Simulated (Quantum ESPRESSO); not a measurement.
# HfO2 (Fm-3m) in Quantum ESPRESSO: a series of runs

The runs below take HfO2 through band structure, with LDA, PBEsol, PBE, RPBE, AM05.

Everything below comes from runs of Quantum ESPRESSO 7.5. Logs are shortened: lines on timing, memory, paths and dates and some standing lists are left out, and cuts for length are marked.

## (1) The structure

Symmetry: Fm-3m, No. 225, cubic system. Conventional cell: a = 5.115 Å, b = 5.115 Å, c = 5.115 Å, α = 90.00°, β = 90.00°, γ = 90.00°. Hf (site symmetry m-3m) has 8 O at 2.21 Å as nearest neighbours. Around O (site symmetry -43m) lie 4 Hf at 2.21 Å.

Measurements of this composition are mostly on another form, of space group No. 14.

## (2) Band structure, LDA

Contents of pw.in:

```
&CONTROL
  calculation = 'scf'
  prefix = 'pwscf'
  outdir = './tmp'
  pseudo_dir = './pseudo'
  tprnfor = .true.
  tstress = .true.
  disk_io = 'low'
/
&SYSTEM
  ibrav = 0
  nat = 3
  ntyp = 2
  ecutwfc = 88
  nbnd = 27
  input_dft = 'pz'
  occupations = 'smearing'
  smearing = 'fd'
  degauss = 0.00367493
/
&ELECTRONS
  conv_thr = 6d-10
  electron_maxstep = 120
  mixing_beta = 0.5
/
ATOMIC_SPECIES
Hf   178.4900 Hf_ONCV_PBE-1.2.upf
O     15.9990 O_ONCV_PBE-1.2.upf
CELL_PARAMETERS angstrom
   0.0000000000    2.5575000000    2.5575000000
   2.5575000000    0.0000000000    2.5575000000
   2.5575000000    2.5575000000    0.0000000000
ATOMIC_POSITIONS angstrom
Hf     0.0000000000    0.0000000000    0.0000000000
O      3.8362500000    3.8362500000    3.8362500000
O      1.2787500000    1.2787500000    1.2787500000
K_POINTS automatic
9 9 9 0 0 0
```

Contents of bands.in:

```
&CONTROL
  calculation = 'bands'
  prefix = 'pwscf'
  outdir = './tmp'
  pseudo_dir = './pseudo'
  disk_io = 'low'
  verbosity = 'high'
/
&SYSTEM
  ibrav = 0
  nat = 3
  ntyp = 2
  ecutwfc = 88
  nbnd = 27
  input_dft = 'pz'
  occupations = 'smearing'
  smearing = 'fd'
  degauss = 0.00367493
/
&ELECTRONS
  conv_thr = 1d-08
  electron_maxstep = 120
  mixing_beta = 0.5
  diago_full_acc = .true.
  startingwfc = 'random'
/
ATOMIC_SPECIES
Hf   178.4900 Hf_ONCV_PBE-1.2.upf
O     15.9990 O_ONCV_PBE-1.2.upf
CELL_PARAMETERS angstrom
   0.0000000000    2.5575000000    2.5575000000
   2.5575000000    0.0000000000    2.5575000000
   2.5575000000    2.5575000000    0.0000000000
ATOMIC_POSITIONS angstrom
Hf     0.0000000000    0.0000000000    0.0000000000
O      3.8362500000    3.8362500000    3.8362500000
O      1.2787500000    1.2787500000    1.2787500000
K_POINTS crystal
60
 0.0000000000  0.0000000000  0.0000000000 1
 0.0625000000  0.0000000000  0.0625000000 1
 0.1250000000  0.0000000000  0.1250000000 1
 0.1875000000  0.0000000000  0.1875000000 1
 0.2500000000  0.0000000000  0.2500000000 1
 0.3125000000  0.0000000000  0.3125000000 1
 0.3750000000  0.0000000000  0.3750000000 1
 0.4375000000  0.0000000000  0.4375000000 1
 0.5000000000  0.0000000000  0.5000000000 1
 0.5000000000  0.0625000000  0.5625000000 1
 0.5000000000  0.1250000000  0.6250000000 1
 0.5000000000  0.1875000000  0.6875000000 1
 0.5000000000  0.2500000000  0.7500000000 1
 0.4375000000  0.3125000000  0.7500000000 1
 0.3750000000  0.3750000000  0.7500000000 1
 0.3375000000  0.3375000000  0.6750000000 1
 0.3000000000  0.3000000000  0.6000000000 1
 0.2625000000  0.2625000000  0.5250000000 1
 0.2250000000  0.2250000000  0.4500000000 1
 0.1875000000  0.1875000000  0.3750000000 1
 0.1500000000  0.1500000000  0.3000000000 1
 0.1125000000  0.1125000000  0.2250000000 1
 0.0750000000  0.0750000000  0.1500000000 1
 0.0375000000  0.0375000000  0.0750000000 1
 0.0000000000  0.0000000000  0.0000000000 1
 0.0625000000  0.0625000000  0.0625000000 1
 0.1250000000  0.1250000000  0.1250000000 1
 0.1875000000  0.1875000000  0.1875000000 1
 0.2500000000  0.2500000000  0.2500000000 1
 0.3125000000  0.3125000000  0.3125000000 1
 0.3750000000  0.3750000000  0.3750000000 1
 0.4375000000  0.4375000000  0.4375000000 1
 0.5000000000  0.5000000000  0.5000000000 1
 0.5250000000  0.4500000000  0.5250000000 1
 0.5500000000  0.4000000000  0.5500000000 1
 0.5750000000  0.3500000000  0.5750000000 1
 0.6000000000  0.3000000000  0.6000000000 1
 0.6250000000  0.2500000000  0.6250000000 1
 0.5833333333  0.2500000000  0.6666666667 1
 0.5416666667  0.2500000000  0.7083333333 1
 0.5000000000  0.2500000000  0.7500000000 1
 0.5000000000  0.2857142857  0.7142857143 1
 0.5000000000  0.3214285714  0.6785714286 1
 0.5000000000  0.3571428571  0.6428571429 1
 0.5000000000  0.3928571429  0.6071428571 1
 0.5000000000  0.4285714286  0.5714285714 1
 0.5000000000  0.4642857143  0.5357142857 1
 0.5000000000  0.5000000000  0.5000000000 1
 0.4821428571  0.4821428571  0.5357142857 1
 0.4642857143  0.4642857143  0.5714285714 1
 0.4464285714  0.4464285714  0.6071428571 1
 0.4285714286  0.4285714286  0.6428571429 1
 0.4107142857  0.4107142857  0.6785714286 1
 0.3928571429  0.3928571429  0.7142857143 1
 0.3750000000  0.3750000000  0.7500000000 1
 0.6250000000  0.2500000000  0.6250000000 1
 0.5937500000  0.1875000000  0.5937500000 1
 0.5625000000  0.1250000000  0.5625000000 1
 0.5312500000  0.0625000000  0.5312500000 1
 0.5000000000  0.0000000000  0.5000000000 1
```

Potentials or basis: SG15 PBE 1.2.

Command:

```sh
> OMP_NUM_THREADS=1 pw.x -in pw.in > pw.out
> OMP_NUM_THREADS=1 pw.x -in bands.in > bands.out
```

pw.out:

```text
This program is part of the open-source Quantum ESPRESSO suite
     for quantum simulation of materials; please cite
         "P. Giannozzi et al., J. Phys.:Condens. Matter 21 395502 (2009);
         "P. Giannozzi et al., J. Phys.:Condens. Matter 29 465901 (2017);
         "P. Giannozzi et al., J. Chem. Phys. 152 154105 (2020);
     in publications or presentations arising from this work. More details at

     IMPORTANT: XC functional enforced from input :
     Exchange-correlation= PZ
                           (   1   1   0   0   0   0   0)
     Any further DFT definition will be discarded
     Please, verify this is what you really want

     Message from routine setup:
     using ibrav=0 with symmetry is DISCOURAGED, use correct ibrav instead

     G-vector sticks info
     --------------------
     sticks:   dense  smooth     PW     G-vecs:    dense   smooth      PW
     Sum        1135    1135    337                25125    25125    4015

     Using Slab Decomposition

     bravais-lattice index     =            0
     lattice parameter (alat)  =       6.8349  a.u.
     unit-cell volume          =     225.7738 (a.u.)^3
     number of atoms/cell      =            3
     number of atomic types    =            2
     number of electrons       =        38.00
     number of Kohn-Sham states=           27
     kinetic-energy cutoff     =      88.0000  Ry
     charge density cutoff     =     352.0000  Ry
     scf convergence threshold =      6.0E-10
     mixing beta               =       0.5000
     number of iterations used =            8  plain     mixing
     Exchange-correlation= PZ
                           (   1   1   0   0   0   0   0)

     celldm(1)=   6.834858  celldm(2)=   0.000000  celldm(3)=   0.000000
     celldm(4)=   0.000000  celldm(5)=   0.000000  celldm(6)=   0.000000

     crystal axes: (cart. coord. in units of alat)
               a(1) = (   0.000000   0.707107   0.707107 )
               a(2) = (   0.707107   0.000000   0.707107 )
               a(3) = (   0.707107   0.707107   0.000000 )

     reciprocal axes: (cart. coord. in units 2 pi/alat)
               b(1) = ( -0.707107  0.707107  0.707107 )
               b(2) = (  0.707107 -0.707107  0.707107 )
               b(3) = (  0.707107  0.707107 -0.707107 )

     PseudoPot. # 1 for Hf read from file:
     Hf_ONCV_PBE-1.2.upf
     Pseudo is Norm-conserving, Zval = 26.0
     Generated using ONCVPSP code by D. R. Hamann
     Using radial grid of  602 points,  8 beta functions with:
                l(1) =   0
                l(2) =   0
                l(3) =   1
                l(4) =   1
                l(5) =   2
                l(6) =   2
                l(7) =   3
                l(8) =   3

     PseudoPot. # 2 for O  read from file:
     O_ONCV_PBE-1.2.upf
     Pseudo is Norm-conserving, Zval =  6.0
     Generated using ONCVPSP code by D. R. Hamann
     Using radial grid of  602 points,  4 beta functions with:
                l(1) =   0
                l(2) =   0
                l(3) =   1
                l(4) =   1

     atomic species   valence    mass     pseudopotential
     Hf               26.00   178.49000     Hf( 1.00)
     O                 6.00    15.99900     O ( 1.00)

     48 Sym. Ops., with inversion, found

   Cartesian axes

     site n.     atom                  positions (alat units)
         1        Hf     tau(   1) = (   0.0000000   0.0000000   0.0000000  )
         2        O      tau(   2) = (   1.0606602   1.0606602   1.0606602  )
         3        O      tau(   3) = (   0.3535534   0.3535534   0.3535534  )

     number of k points=    35  Fermi-Dirac smearing, width (Ry)=  0.0037
                       cart. coord. in units 2pi/alat
        k(    1) = (   0.0000000   0.0000000   0.0000000), wk =   0.0027435
        k(    2) = (   0.0785674   0.0785674  -0.0785674), wk =   0.0219479
        k(    3) = (   0.1571348   0.1571348  -0.1571348), wk =   0.0219479
        k(    4) = (   0.2357023   0.2357023  -0.2357023), wk =   0.0219479
        k(    5) = (   0.3142697   0.3142697  -0.3142697), wk =   0.0219479
        k(    6) = (   0.1571348   0.0000000  -0.0000000), wk =   0.0164609
[... 27 lines left out ...]
        k(   34) = (  -0.0000000  -0.4714045   0.6285394), wk =   0.0658436
        k(   35) = (  -0.0785674  -0.3928371   0.7071068), wk =   0.0658436

     Dense  grid:    25125 G-vectors     FFT dimensions: (  45,  45,  45)

     Initial potential from superposition of free atoms

     starting charge      37.8766, renormalised to      38.0000
     Starting wfcs are random

     Self-consistent Calculation

     iteration #  1     ecut=    88.00 Ry     beta= 0.50
     Davidson diagonalization with overlap
     ethr =  1.00E-02,  avg # of iterations = 11.0

     total energy              =    -510.58325450 Ry
     estimated scf accuracy    <       0.85490217 Ry

     iteration #  2     ecut=    88.00 Ry     beta= 0.50
     Davidson diagonalization with overlap
     ethr =  2.25E-03,  avg # of iterations =  2.0

     total energy              =    -510.82912205 Ry
     estimated scf accuracy    <       0.32211595 Ry

     iteration #  3     ecut=    88.00 Ry     beta= 0.50
     Davidson diagonalization with overlap
     ethr =  8.48E-04,  avg # of iterations =  2.0

     total energy              =    -510.89022470 Ry
     estimated scf accuracy    <       0.01026663 Ry

     iteration #  4     ecut=    88.00 Ry     beta= 0.50
     Davidson diagonalization with overlap
     ethr =  2.70E-05,  avg # of iterations =  2.6

     total energy              =    -510.89156571 Ry
     estimated scf accuracy    <       0.00040477 Ry

     iteration #  5     ecut=    88.00 Ry     beta= 0.50
     Davidson diagonalization with overlap
     ethr =  1.07E-06,  avg # of iterations =  4.0

     total energy              =    -510.89164020 Ry
     estimated scf accuracy    <       0.00003359 Ry

     iteration #  6     ecut=    88.00 Ry     beta= 0.50
     Davidson diagonalization with overlap
     ethr =  8.84E-08,  avg # of iterations =  2.0

     total energy              =    -510.89164489 Ry
     estimated scf accuracy    <       0.00000154 Ry

     iteration #  7     ecut=    88.00 Ry     beta= 0.50
     Davidson diagonalization with overlap
     ethr =  4.06E-09,  avg # of iterations =  2.0

     total energy              =    -510.89164503 Ry
     estimated scf accuracy    <       0.00000045 Ry

     iteration #  8     ecut=    88.00 Ry     beta= 0.50
     Davidson diagonalization with overlap
     ethr =  1.20E-09,  avg # of iterations =  1.0

     total energy              =    -510.89164507 Ry
     estimated scf accuracy    <       0.00000003 Ry

     iteration #  9     ecut=    88.00 Ry     beta= 0.50
     Davidson diagonalization with overlap
     ethr =  7.77E-11,  avg # of iterations =  2.0

     total energy              =    -510.89164508 Ry
     estimated scf accuracy    <          1.3E-09 Ry

     iteration # 10     ecut=    88.00 Ry     beta= 0.50
     Davidson diagonalization with overlap
     ethr =  3.43E-12,  avg # of iterations =  2.2

     End of self-consistent calculation

          k = 0.0000 0.0000 0.0000 (  3143 PWs)   bands (ev):

   -42.8933 -11.4736 -11.4736 -11.4736  -0.6736   2.1475   7.4827   7.4827
     7.4827   7.6054   7.6054   7.6054   7.8621  12.6338  12.6338  12.6338
    17.3756  17.3756  17.3756  21.5394  21.5394  23.1792  28.1430  28.1430
    28.1430  31.5089  31.5089

          k = 0.0786 0.0786-0.0786 (  3161 PWs)   bands (ev):

   -42.8918 -11.5259 -11.4793 -11.4793  -0.5126   2.0349   7.4854   7.4854
     7.4858   7.6004   7.6004   7.6056   7.8253  12.7552  12.7552  12.9740
    16.9775  17.1347  17.1347  21.7812  21.7812  23.7074  27.5421  27.9246
    27.9246  31.0937  31.9321

          k = 0.1571 0.1571-0.1571 (  3143 PWs)   bands (ev):

   -42.8881 -11.6540 -11.4937 -11.4937  -0.1087   1.7827   7.4920   7.4920
     7.4964   7.5891   7.5891   7.6059   7.7538  13.0656  13.0656  13.7996
    16.1489  16.6610  16.6610  22.1946  22.1946  24.5395  26.7695  27.4967
    27.4967  30.2298  33.0604

          k = 0.2357 0.2357-0.2357 (  3136 PWs)   bands (ev):

   -42.8838 -11.7931 -11.5099 -11.5099   0.3155   1.5807   7.4985   7.4985
     7.5146   7.5790   7.5790   7.6063   7.6968  13.4123  13.4123  14.6734
    15.3565  16.2985  16.2985  22.3587  22.3587  24.4967  27.1195  27.1956
    27.1956  29.4407  34.6568

          k = 0.3143 0.3143-0.3143 (  3160 PWs)   bands (ev):

   -42.8810 -11.8804 -11.5204 -11.5204   0.5207   1.5500   7.5018   7.5018
     7.5311   7.5743   7.5743   7.6065   7.6689  13.6193  13.6193  14.8706
    15.1915  16.1624  16.1624  22.2904  22.2904  24.5929  26.7766  27.1050
    27.1050  29.6383  36.1539

          k = 0.1571 0.0000-0.0000 (  3155 PWs)   bands (ev):

   -42.8913 -11.5302 -11.4877 -11.4877  -0.4567   1.9967   7.4864   7.4866
     7.4866   7.6005   7.6005   7.6019   7.8143  12.7703  12.7703  13.1531
    16.2783  17.3900  17.3900  21.6947  21.9027  23.8908  27.6046  27.6046
    27.8742  30.9217  32.0830

          k = 0.2357 0.0786-0.0786 (  3151 PWs)   bands (ev):

   -42.8883 -11.6252 -11.5041 -11.5017  -0.1255   1.7885   7.4921   7.4923
     7.4941   7.5902   7.5924   7.6017   7.7580  12.9991  13.0208  13.8768
    15.3937  17.0982  17.1924  21.9925  22.2156  24.6242  26.8765  27.1580
    27.5800  30.5677  32.8275
[... 164 lines left out ...]
   -42.8775 -11.7957 -11.7087 -11.5641   1.0555   1.3135   7.5110   7.5266
     7.5391   7.5624   7.5738   7.5842   7.6364  12.7435  13.3196  14.8140
    15.4945  16.7014  17.2493  22.2439  22.8487  24.7426  25.2723  26.3217
    29.3965  30.6633  33.4452

          k =-0.0000-0.3143 0.4714 (  3139 PWs)   bands (ev):

   -42.8789 -11.7873 -11.6788 -11.5464   0.9448   1.3050   7.5086   7.5235
     7.5253   7.5672   7.5760   7.5887   7.6482  13.0093  13.4359  14.5857
    15.4291  16.5316  17.1022  22.1488  22.8328  25.0408  25.2885  26.5407
    28.8012  30.6172  33.2676

          k =-0.0786-0.5500 0.7071 (  3157 PWs)   bands (ev):

   -42.8769 -11.8713 -11.6278 -11.5891   1.1150   1.3042   7.5123   7.5180
     7.5539   7.5691   7.5718   7.5769   7.6309  11.8492  13.9762  14.6007
    16.2095  16.5561  17.6932  21.8180  23.0192  24.5596  25.5081  25.9915
    29.7648  31.5641  32.4497

          k =-0.0000-0.4714 0.6285 (  3155 PWs)   bands (ev):

   -42.8765 -11.8297 -11.6888 -11.5852   1.1304   1.3218   7.5130   7.5266
     7.5523   7.5611   7.5745   7.5752   7.6285  12.1128  13.6043  14.8900
    15.7847  16.5578  17.7695  22.0969  23.0060  24.5324  25.1729  26.0690
    30.4063  31.2154  32.1269

          k =-0.0786-0.3928 0.7071 (  3152 PWs)   bands (ev):

   -42.8767 -11.7874 -11.7235 -11.5876   1.2140   1.2246   7.5134   7.5340
     7.5408   7.5623   7.5732   7.5766   7.6297  12.5866  13.0464  15.1323
    15.5476  16.6162  17.6425  22.4133  22.7882  24.7542  24.9298  26.0954
    30.0705  31.0975  33.4728

     the Fermi energy is    19.1436 ev

!    total energy              =    -510.89164508 Ry
     estimated scf accuracy    <          3.8E-10 Ry
     smearing contrib. (-TS)   =      -0.00000000 Ry
     internal energy E=F+TS    =    -510.89164508 Ry

     The total energy is F=E-TS. E is the sum of the following terms:
     one-electron contribution =    -166.89114007 Ry
     hartree contribution      =     122.23567909 Ry
     xc contribution           =     -51.54895663 Ry
     ewald contribution        =    -414.68722746 Ry

     convergence has been achieved in  10 iterations

     Forces acting on atoms (cartesian axes, Ry/au):

     atom    1 type  1   force =    -0.00000000   -0.00000000   -0.00000000
     atom    2 type  2   force =     0.00000000   -0.00000000   -0.00000000
     atom    3 type  2   force =     0.00000000    0.00000000   -0.00000000

     Total force =     0.000000     Total SCF correction =     0.000000

     Computing stress (Cartesian axis) and pressure

          total   stress  (Ry/bohr**3)                   (kbar)     P=     -187.77
  -0.00127641  -0.00000000  -0.00000000         -187.77       -0.00       -0.00
  -0.00000000  -0.00127641  -0.00000000           -0.00     -187.77       -0.00
  -0.00000000  -0.00000000  -0.00127641           -0.00       -0.00     -187.77

=------------------------------------------------------------------------------=
   JOB DONE.
=------------------------------------------------------------------------------=
```

It took 2.7 min on 1 thread of Arm Neoverse V1, shared host; peak memory 0.11 GiB.

What came out:

```yaml
Free_energy: -6951.0349 eV
Pressure: -18.8 GPa
Band_gap_on_the_k_mesh: 3.52 eV, indirect (least direct gap 3.65 eV)
Band_gap_along_the_path: 3.41 eV, direct
```

Levels at the corners of the path, in eV from the valence-band top:
```
point  band 15  band 16  band 17  band 18  band 19  band 20  band 21  band 22  band 23  band 24
    Γ    -5.36    -5.36    -0.62    -0.62    -0.62     3.54     3.54     5.18    10.15    10.15
    X    -3.48    -3.48    -1.59    -1.59     0.00     3.41     5.14     6.30     7.90     7.90
    W    -5.12    -2.60    -2.60    -1.46    -0.21     4.50     4.78     6.76     6.76     8.05
    K    -4.07    -3.37    -2.29    -1.38    -0.34     3.98     5.08     6.58     7.25     8.18
    Γ    -5.36    -5.36    -0.62    -0.62    -0.62     3.54     3.54     5.18    10.15    10.15
    L    -4.35    -3.19    -2.74    -1.85    -1.85     4.27     4.27     6.67     8.62     9.10
    U    -4.07    -3.37    -2.29    -1.38    -0.34     3.98     5.08     6.58     7.25     8.18
    W    -5.12    -2.60    -2.60    -1.46    -0.21     4.50     4.78     6.76     6.76     8.05
    L    -4.35    -3.19    -2.74    -1.85    -1.85     4.27     4.27     6.67     8.62     9.10
    K    -4.07    -3.37    -2.29    -1.38    -0.34     3.98     5.08     6.58     7.25     8.18
    U    -4.07    -3.37    -2.29    -1.38    -0.34     3.98     5.08     6.58     7.25     8.18
    X    -3.48    -3.48    -1.59    -1.59     0.00     3.41     5.14     6.30     7.90     7.90
```

Caveat: the potentials were made for another functional, which shifts forces and pressure; spin-orbit coupling is left out, which moves the levels of the heavy elements; the mesh misses the band edges, which the band path finds closer together.

(Part 1 of 3 ends here.)
